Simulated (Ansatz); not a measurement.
**BAs: band gap under strain**

How does strain move the band edges of BAs in the zincblende structure, and do the functionals agree on it? States: -5.0 % strain along x alone; -1.0 % strain along [111] alone; -0.5 % equal strain in all directions.

The runs shown are made with Ansatz 0.2.0. PAW datasets, plane waves. Calculated at 0 K for a non-magnetic cell.

### 1 Starting point

The unstrained cell was relaxed with r2SCAN; in each strained cell the atoms were relaxed again with r2SCAN. Names of k-points are those of the unstrained zone, where strain can split equivalent points. First state: -5.0 % strain along x alone.

It is tetragonal, I-4m2 (No. 119); a = 3.383 Å, c = 4.545 Å in the conventional setting, 13.00 Å³ an atom. Around B lie 4 As at 2.04 Å; around As lie 4 B at 2.04 Å.

The structure in full:

Space group I-4m2 (No. 119). a = 3.383 Å, b = 3.383 Å, c = 4.545 Å, α = 90.00°, β = 90.00°, γ = 90.00°
```json
{"atom": "B", "site": "2a", "symmetry": "-4m2", "x": "0.0000", "y": "0.0000", "z": "0.0000"}
{"atom": "As", "site": "2d", "symmetry": "-4m2", "x": "0.5000", "y": "0.0000", "z": "0.2500"}
```

From earlier runs on the unstrained cell: PBE 1.19 eV, r2SCAN 1.37 eV, HSE06 1.83 eV, G0W0 1.91 eV (on its mesh); a = 4.784 Å.

### 2 -5.0 % strain along x alone: PBE

input.yaml

```yaml
crystal:
  lattice:
    - [0.0, 2.3918676074, 2.3918676074]
    - [2.272274227, 0.0, 2.3918676074]
    - [2.272274227, 2.3918676074, 0.0]
  atoms:
    - { symbol: B, position: [0.0, 0.0, 0.0] }
    - { symbol: As, position: [0.25, 0.25, 0.25] }
kpoints:
  mp_grid: { grid: [10, 10, 10] }
  band_path:
    path:
      - [0.0, 0.0, 0.0]
      - [-0.5, -0.5, 0.0]
      - [-0.375, -0.375, 0.25]
      - [-0.375, 0.0, 0.375]
      - [0.0, 0.0, 0.5]
      - [-0.5, -0.25, 0.25]
      - [0.0, 0.401042, 0.401042]
    npoints: 1
hamiltonian:
  xc: pbe
scf:
  occupations: { method: fermi_dirac, width: 0.02 }
  n_extra_bands: 4
output:
  forces: true
  stress: true
  eigenvalues: true
```

Started as:

```console
$ ansatz run input.yaml --threads 2 --pin off --max-ram 2211MiB --backend cpu --events-out ev --progress --plain --runs-dir out
```

The runs that follow: -5.0 % strain along x alone: r2SCAN; -5.0 % strain along x alone: HSE06; -5.0 % strain along x alone: G0W0@PBE; -1.0 % strain along [111] alone: PBE; -1.0 % strain along [111] alone: r2SCAN; -1.0 % strain along [111] alone: HSE06; -1.0 % strain along [111] alone: G0W0@PBE; -0.5 % equal strain in all directions: PBE; -0.5 % equal strain in all directions: r2SCAN; -0.5 % equal strain in all directions: HSE06; -0.5 % equal strain in all directions: G0W0@PBE.

Before running it: what results should come out?

**Answer**, as computed:

Least gap in eV (negative: overlap), with the change from the unstrained cell in brackets. G0W0 is on its own coarse mesh.

```
                                state  volume change (%)           PBE        r2SCAN         HSE06          G0W0
          -5.0 % strain along x alone               -5.0  0.36 (-0.83)  0.50 (-0.87)  0.96 (-0.87)  1.09 (-0.82)
      -1.0 % strain along [111] alone               -1.0  1.12 (-0.07)  1.31 (-0.06)  1.77 (-0.06)  1.85 (-0.06)
-0.5 % equal strain in all directions               -1.5  1.17 (-0.02)  1.36 (-0.01)  1.82 (-0.01)  1.90 (-0.01)
```

What this shows: With HSE06, of the states in the table -5.0 % strain along x alone shifts the gap most, by -0.869 eV. PBE and HSE06 differ by 0.64 eV on the unstrained gap, and by at most 0.04 eV on its change: PBE follows the response to strain far better than the gap itself. G0W0 here is at a finite number of bands, screening cutoff and k mesh, not at the basis limit.
